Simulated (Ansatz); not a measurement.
K: equation of state with r2SCAN

Crystal: K.

```xyz
1
Lattice="-2.6976 2.6976 2.6976 2.6976 -2.6976 2.6976 2.6976 2.6976 -2.6976" Properties=species:S:1:pos:R:3 pbc="T T T"
K     0.0000    0.0000    0.0000
```

* Program: Ansatz 0.2.0
* Task: equation of state
* Functional: r2SCAN
* Potentials or basis: Ansatz PAW
* Cutoff: 500 eV
* Density cutoff: 2000 eV
* k mesh: 7 × 7 × 7
* Occupations: fermi-dirac, width 0.05 eV
* Spin: no spin polarisation

```
Equilibrium volume                      : 76.39 Å³/atom
Bulk modulus                            : 3.4 GPa
Pressure derivative of the bulk modulus : 3.7
```

Energy against volume, from the lowest point:
| volume (Å³/atom) | energy (meV/atom) |
| --- | --- |
| 73.807 | 0.94 |
| 75.378 | 0.10 |
| 76.948 | 0.00 |
| 78.519 | 0.57 |
| 80.089 | 1.75 |
| 81.659 | 3.48 |
| 83.230 | 5.71 |

All runs of the series together: 13 s on 2 threads of Arm Neoverse V1 (shared host).

Caveat: the PAW data sets were made with another functional, which shifts forces and pressure a little.
